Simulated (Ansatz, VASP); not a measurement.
**CuI: VASP beside Ansatz**

```
Cu I
1.0
     3.73317   -3.71109    0.00000
     3.73317    3.71109    0.00000
     0.00000    0.00000    4.43621
Cu I
2 2
Cartesian
  3.7332 0.5905 3.3272
  3.7332 -0.5905 1.1091
  3.7332 -2.0043 3.3272
  3.7332 2.0043 1.1091
```

Change from the starting cell: zz strain of +3 %.

Alike in both runs: task single point; functional LDA; k mesh 5 × 5 × 6; occupations fermi-dirac, width 0.02 eV; no spin polarisation.

|  | VASP | Ansatz |
| --- | --- | --- |
| version | VASP 6.6.1 | Ansatz 0.2.0 |
| potentials or method | VASP PAW LDA potentials, release 64 (Cu, I), cutoff 520 eV | all-electron LAPW, scalar-relativistic |

Ansatz gave:

| Item | Value |
| --- | --- |
| gap on the k mesh at the Fermi level (eV) | 0.87 |
| pressure (GPa) | -4.4 |
| largest component of the traceless stress (GPa) | 3.02 |
| rms of the force components (eV/Å) | 0.242 |

**Question.** Which values does VASP return?

**Answer.** gap on the k mesh at the Fermi level (eV): 0.91; pressure (GPa): -4.5; largest component of the traceless stress (GPa): 2.90; rms of the force components (eV/Å): 0.236.

Atom by atom the forces differ by 0.009 eV/Å (rms over components). Ansatz ran all-electron here, so the differences hold the error of VASP's frozen core and of both bases.

Caveats: spin-orbit coupling is left out, which moves the levels of the heavy elements; an odd mesh through Γ misses points on the zone boundary, where band edges often lie.
